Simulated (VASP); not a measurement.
## Ca: single point with PBE

The system is Ca.

```
Ca
1.0
     3.48866    0.00000    0.00000
     0.00000    3.48866    0.00000
     0.00000    0.00000    3.48866
Ca
1
Direct
  0.00000 0.00000 0.00000
```

This isn't the form of Ca at room conditions, which is fcc.

```
Program                : VASP 6.6.1
Task                   : single point
Functional             : PBE
Potentials or basis    : VASP PAW PBE potentials, release 64 (Ca_sv)
Cutoff                 : 520 eV
k mesh                 : 8 × 8 × 8
Occupations            : fermi-dirac, width 0.05 eV
Spin                   : no spin polarisation
Further INCAR settings : ALGO = Normal; EDIFF = 1e-07; NBANDS = 11
```

| Quantity | Value |
| --- | --- |
| Pressure | 0.4 GPa |
| Band gap on the k mesh | none (metal or under the smearing width) |

Levels at points of the mesh, in eV from the Fermi level:
| k point | band 3 | band 4 | band 5 | band 6 | band 7 | band 8 |
| --- | --- | --- | --- | --- | --- | --- |
| (0.00, 0.00, 0.00) | -23.03 | -23.03 | -3.83 | 0.86 | 0.86 | 4.17 |
| (0.50, 0.00, 0.00) | -23.01 | -23.01 | -1.14 | -0.45 | 1.37 | 2.93 |
| (0.50, 0.50, 0.00) | -23.23 | -23.00 | -0.36 | 0.97 | 2.44 | 2.44 |
| (0.50, 0.50, 0.50) | -23.20 | -23.20 | 0.71 | 0.71 | 0.71 | 4.94 |

Wall time 14 s on 1 thread of AMD EPYC 7R43 64-Core Processor (Zen 3), on a shared host, peak memory 0.11 GiB.
